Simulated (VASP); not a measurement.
# ZnSe (Stilleite) (F-43m) in VASP: further runs, part 2 of 2

VASP 6.6.1.

### 4 G0W0 quasiparticle levels, PBE

This run uses another cell than the first one, of 22.44 Å³/atom, 0.950 times its volume.

File POSCAR:

```
ZnSe                                    
1.0
    0.0000000000      2.8206646089      2.8206646089
    2.8206646089      0.0000000000      2.8206646089
    2.8206646089      2.8206646089      0.0000000000
  Zn              Se            
     1     1
Direct
     0.0000000000000000    0.0000000000000000    0.0000000000000000
     0.2500000000000000    0.2500000000000000    0.2500000000000000
```

File INCAR.step1:

```
PREC     = Accurate       # precision mode
ENCUT    = 500            # plane-wave cutoff, eV
EDIFF    = 1E-8           # SCF threshold, eV
ISMEAR   = 0              # smearing method
SIGMA    = 0.01           # smearing width, eV
LREAL    = F              # projectors in reciprocal space
LASPH    = T              # aspherical terms in the spheres
NELM     = 80             # most SCF steps
ALGO     = Normal         # electronic algorithm
LWAVE    = T              # write WAVECAR
LCHARG   = F              # write CHGCAR
GGA      = PE             # functional
KPAR     = 4
```

File INCAR.step2:

```
PREC     = Accurate       # precision mode
ENCUT    = 500            # plane-wave cutoff, eV
EDIFF    = 1E-8           # SCF threshold, eV
ISMEAR   = 0              # smearing method
SIGMA    = 0.01           # smearing width, eV
LREAL    = F              # projectors in reciprocal space
LASPH    = T              # aspherical terms in the spheres
NELM     = 1              # most SCF steps
ALGO     = Exact          # electronic algorithm
LWAVE    = T              # write WAVECAR
LCHARG   = F              # write CHGCAR
GGA      = PE             # functional
KPAR     = 4            
NBANDS   = 179            # bands
LOPTICS  = T              # frequency-dependent dielectric function
ISTART   = 1
```

File INCAR.step3:

```
PREC     = Accurate       # precision mode
ENCUT    = 500            # plane-wave cutoff, eV
EDIFF    = 1E-8           # SCF threshold, eV
ISMEAR   = 0              # smearing method
SIGMA    = 0.01           # smearing width, eV
LREAL    = F              # projectors in reciprocal space
LASPH    = T              # aspherical terms in the spheres
ALGO     = EVGW0          # electronic algorithm
LWAVE    = F              # write WAVECAR
LCHARG   = F              # write CHGCAR
GGA      = PE             # functional
KPAR     = 4            
NELMGW   = 1            
NBANDS   = 179            # bands
ENCUTGW  = 150            # cutoff of the response function
NOMEGA   = 48             # frequency points
PRECFOCK = Fast         
ISTART   = 1            
NBANDSGW = 17
```

File KPOINTS:

```
Automatic mesh
0
Gamma
  4 4 4
```

Potentials or basis: VASP PAW PBE potentials, release 64 (Zn_GW, Se_GW).

Run with:

```
cat potpaw_PBE.64/Zn_GW/POTCAR potpaw_PBE.64/Se_GW/POTCAR > POTCAR
cp INCAR.step1 INCAR
mpirun -np 4 vasp_std > vasp.out
cp INCAR.step2 INCAR
mpirun -np 4 vasp_std > vasp.out
cp INCAR.step3 INCAR
mpirun -np 4 vasp_std > vasp.out
```

OUTCAR:

```text
PREC = Accurate
   ENCUT = 500
   EDIFF = 1E-8
   ISMEAR = 0
   LREAL = F
   LASPH = T
   GGA = PE
   NELMGW = 1
   ENCUTGW = 150
   PRECFOCK = Fast
   ISTART = 1

 ion  position               nearest neighbor table
   1  0.000  0.000  0.000-   2 2.44   2 2.44   2 2.44   2 2.44
   2  0.250  0.250  0.250-   1 2.44   1 2.44   1 2.44   1 2.44

  LATTYP: Found a face centered cubic cell.
 ALAT       =     5.6413292178

  Lattice vectors:

 A1 = (   0.0000000000,   2.8206646089,   2.8206646089)
 A2 = (   2.8206646089,   0.0000000000,   2.8206646089)
 A3 = (   2.8206646089,   2.8206646089,   0.0000000000)

Analysis of symmetry for initial positions (statically):
=====================================================================
 Subroutine PRICEL returns:
 Original cell was already a primitive cell.

 Routine SETGRP: Setting up the symmetry group for a
 face centered cubic supercell.

 Subroutine GETGRP returns: Found 24 space group operations
 (whereof 24 operations were pure point group operations)
 out of a pool of 48 trial point group operations.

The static configuration has the point symmetry T_d .

Analysis of symmetry for dynamics (positions and initial velocities):
=====================================================================
 Subroutine PRICEL returns:
 Original cell was already a primitive cell.

 Routine SETGRP: Setting up the symmetry group for a
 face centered cubic supercell.

 Subroutine GETGRP returns: Found 24 space group operations
 (whereof 24 operations were pure point group operations)
 out of a pool of 48 trial point group operations.

The dynamic configuration has the point symmetry T_d .

 Subroutine INISYM returns: Found 24 space group operations
 (whereof 24 operations are pure point group operations),
 and found     1 'primitive' translations

----------------------------------------------------------------------------------------

                                     Primitive cell

  volume of cell :      44.8833

  direct lattice vectors                    reciprocal lattice vectors
     0.000000000  2.820664609  2.820664609    -0.177263188  0.177263188  0.177263188
     2.820664609  0.000000000  2.820664609     0.177263188 -0.177263188  0.177263188
     2.820664609  2.820664609  0.000000000     0.177263188  0.177263188 -0.177263188

  length of vectors
     3.989022145  3.989022145  3.989022145     0.307028847  0.307028847  0.307028847

  position of ions in fractional coordinates (direct lattice)
     0.000000000  0.000000000  0.000000000
     0.250000000  0.250000000  0.250000000

  ion indices of the primitive-cell ions
   primitive index   ion index
                 1           1
                 2           2

----------------------------------------------------------------------------------------

 KPOINTS: Automatic mesh

Automatic generation of k-mesh.
 Grid dimensions read from file:
 generate k-points for:    4    4    4

 Generating k-lattice:

  Cartesian coordinates                     Fractional coordinates (reciprocal lattice)
    -0.044315797  0.044315797  0.044315797     0.250000000  0.000000000  0.000000000
     0.044315797 -0.044315797  0.044315797     0.000000000  0.250000000  0.000000000
     0.044315797  0.044315797 -0.044315797     0.000000000  0.000000000  0.250000000

  Length of vectors
     0.076757212  0.076757212  0.076757212

  Shift w.r.t. Gamma in fractional coordinates (k-lattice)
     0.000000000  0.000000000  0.000000000

 Subroutine IBZKPT returns following result:
 ===========================================

 Found      8 irreducible k-points:

 Following reciprocal coordinates:
            Coordinates               Weight
  0.000000  0.000000  0.000000      1.000000
  0.250000  0.000000  0.000000      8.000000
  0.500000  0.000000  0.000000      4.000000
  0.250000  0.250000  0.000000      6.000000
  0.500000  0.250000  0.000000     24.000000
 -0.250000  0.250000  0.000000     12.000000
  0.500000  0.500000  0.000000      3.000000
 -0.250000  0.500000  0.250000      6.000000
   k-points           NKPTS =      8   k-points in BZ     NKDIM =     64   number of bands    NBANDS=    179
   number of dos      NEDOS =    301   number of ions     NIONS =      2
   total plane-waves  NPLWV =  27000
   dimension x,y,z NGX =    30 NGY =   30 NGZ =   30
   dimension x,y,z NGXF=    60 NGYF=   60 NGZF=   60
   ions per type =               1   1
   NGX,Y,Z   is equivalent  to a cutoff of  12.50, 12.50, 12.50 a.u.
   NGXF,Y,Z  is equivalent  to a cutoff of  25.01, 25.01, 25.01 a.u.
 SYSTEM =  unknown system
   PREC   = accura    normal or accurate (medium, high low for compatibility)
   ISTART =      1    job   : 0-new  1-cont  2-samecut
   ICHARG =      0    charge: 1-file 2-atom 10-const
   ISPIN  =      1    spin polarized calculation?
   LNONCOLLINEAR =      F non collinear calculations
   LSORBIT =      F    spin-orbit coupling
   LASPH  =      T    aspherical Exc in radial PAW
   ENCUT  =  500.0 eV  36.75 Ry    6.06 a.u.   7.27  7.27  7.27*2*pi/ulx,y,z
   NELM   =     60;   NELMIN=  2; NELMDL=  0     # of ELM steps
   EDIFF  = 0.1E-07   stopping-criterion for ELM
   LREAL  =      F    real-space projection
   EDIFFG = 0.1E-06   stopping-criterion for IOM
   NSW    =      0    number of steps for IOM
   IBRION =     -1    ionic relax: 0-MD 1-quasi-New 2-CG
   NFREE  =      0    steps in history (QN), initial steepest desc. (CG)
   ISIF   =      0    stress and relaxation
   ISYM   =      3    0-nonsym 1-usesym 2-fastsym
   POTIM  = 0.5000    time-step for ionic-motion
   TEBEG  =    0.0;   TEEND  =   0.0 temperature during run
   PSTRESS=    0.0 pullay stress
   NELECT =      18.0000    total number of electrons
   NUPDOWN=      -1.0000    fix difference up-down
   EMIN   =  10.00;   EMAX   =-10.00  energy-range for DOS
   EFERMI =   0.00;   METHOD = LEGACY
   ISMEAR =     0;   SIGMA  =   0.01  broadening in eV -4-tet -1-fermi 0-gaus
   EFERMI_NEDOS =   21; number of points for ismear=-14 and -15
   IALGO  =     38    algorithm
   IMIX   =      4    mixing-type and parameters
     AMIX     =   0.40;   BMIX     =  1.00
     AMIX_MAG =   1.60;   BMIX_MAG =  1.00
  volume/ion in A,a.u.               =      22.44       151.44
  Fermi-wavevector in a.u.,A,eV,Ry     =   1.207269  2.281408 19.830486  1.457500
  Thomas-Fermi vector in A             =   2.342912
   LORBIT       =      0    0 simple, 1 ext, 2 COOP (PROOUT), +10 PAW based schemes
   GGA     = PE    functional components
   LHFCALC =     T    Hartree Fock is set to
   PRECFOCK=fast      Normal, Fast or Accurate (Low or Medium for compatibility)
   ENCUT4O =  -1.0   cutoff for four orbital integrals eV
   NKREDX  =     1    reduce k-point grid by
   NKREDY  =     1    reduce k-point grid by
   NKREDZ  =     1    reduce k-point grid by
   AEXX    =    1.0000 exact exchange contribution
   HFSCREEN=    0.0000 screening length (either q_TF or 0.3 A-1)
   HFSCREENC=   0.0000 screening length for correlation (either q_TF or 0.3 A-1)
   ENCUTFOCK=  -1.0 apply spherical cutoff to Coloumb kernel
   IVDW    =     0    specifies the selected vdW correction
   LEPSILON=     F    determine dielectric tensor
   LRPA    =     F    only Hartree local field effects (RPA)
   LRPAFORCE           =     F    calculate RPA forces
   ENCUTGW             = 150.0    cutoff for response function in eV
   ENCUTGWSOFT         = 120.0    soft cutoff for Coulomb kernel in GW response function in eV
   ENCUTLF             =  -1.0    cutoff for local field effects
   NELMGW              =     1    number of iterations in solving QP/BSE equation
   NELMHF              =     1    number of iterations in the inner HF iteration
   NKREDLFX            =     1    NKREDLFY  =   1   NKREDLFZ  =   1
 non-spin polarized calculation
 Gauss-broadening in eV      SIGMA  =   0.01
  energy-cutoff  :      500.00
  volume of cell :       44.88
 maximum number of plane-waves:      1158
 NGX is ok and might be reduce to    30
  NGX = 18; NGY = 18; NGZ = 18
   NGX = 15   NGY = 15   NGZ = 15
 maximum number of plane-waves:       200
 NGX is ok and might be reduce to    18

 QP shifts <psi_nk| G(iteration)W_0 |psi_nk>: iteration 1
 for sc-GW calculations column KS-energies equals QP-energies in previous step
 and V_xc(KS)=  KS-energies - (<T + V_ion + V_H > + <T+V_H+V_ion>^1  + <V_x>^1)

 k-point   1 :       0.0000    0.0000    0.0000
  band No.  KS-energies  QP-energies   sigma(KS)   V_xc(KS)     V^pw_x(r,r')   Z            occupation Imag(sigma)

      1     -10.5342     -11.1098     -13.2098     -12.3186     -19.8723       0.6459       2.0000       1.0765
      2      -3.8120      -5.4012     -22.0391     -19.6661     -30.8268       0.6697       2.0000       0.2161
      3      -3.8120      -5.4012     -22.0391     -19.6661     -30.8268       0.6697       2.0000       0.2161
      4      -3.8120      -5.4012     -22.0391     -19.6661     -30.8268       0.6697       2.0000       0.2161
      5      -3.4321      -5.1046     -22.9735     -20.4955     -32.0506       0.6749       2.0000       0.1953
      6      -3.4321      -5.1046     -22.9735     -20.4955     -32.0506       0.6749       2.0000       0.1953
[... 9 lines left out ...]
     16      14.2802      14.4642     -10.1461     -10.3915      -5.0573       0.7502       0.0000      -0.2499
     17      15.8728      15.7005      -7.8920      -7.6655      -2.2963       0.7606       0.0000      -0.5054
[... 130 lines left out ...]
      1      -9.4337     -10.0083     -14.0505     -13.2031     -20.4178       0.6782       2.0000       0.9583
      2      -3.6942      -5.2827     -21.8355     -19.4793     -30.4716       0.6742       2.0000       0.2137
      3      -3.5987      -5.2344     -22.6500     -20.2228     -31.6690       0.6739       2.0000       0.2113
      4      -3.4673      -5.1002     -22.4861     -20.0648     -31.3458       0.6744       2.0000       0.2002
      5      -3.4625      -5.1269     -22.9507     -20.4862     -32.0639       0.6753       2.0000       0.2036
      6      -3.1196      -4.7561     -22.9742     -20.5646     -31.9759       0.6792       2.0000       0.2070
[... 9 lines left out ...]
     16      16.9512      16.9629      -9.2423      -9.2579      -3.4551       0.7514       0.0000      -0.5465
     17      17.5046      17.7883      -9.9666     -10.3466      -3.9367       0.7465       0.0000      -0.5510
```

It took 48 s on 4 MPI ranks of Intel Xeon 6975P-C (Granite Rapids), shared host; peak memory 0.42 GiB.

Results:

- Band gap on the k mesh, mean-field level: 1.32 eV, direct
- Quasiparticle gap: 2.47 eV
- Least direct quasiparticle gap: 2.47 eV

Levels at points of the mesh, in eV from the valence-band top:
```
           k point  band 7  band 8  band 9  band 10  band 11  band 12
(0.00, 0.00, 0.00)    0.00    0.00    0.00     1.32     5.77     5.77
(0.50, 0.00, 0.00)   -5.33   -0.89   -0.89     2.54     6.36     6.36
(0.50, 0.50, 0.00)   -4.83   -2.24   -2.24     2.93     3.44    10.83
```

Caveat: the k mesh is coarse (spacing up to 0.48 Å⁻¹), so the values aren't converged; bands, screening cutoff and mesh are small and nothing is extrapolated, so the quasiparticle values aren't converged.

### 5 Comparison with measurements

Step 2. Measured high-frequency dielectric constant of ZnSe: 5.9 (a printed reference work, textbook). This calculation gives 7.34 (+24.4 %).
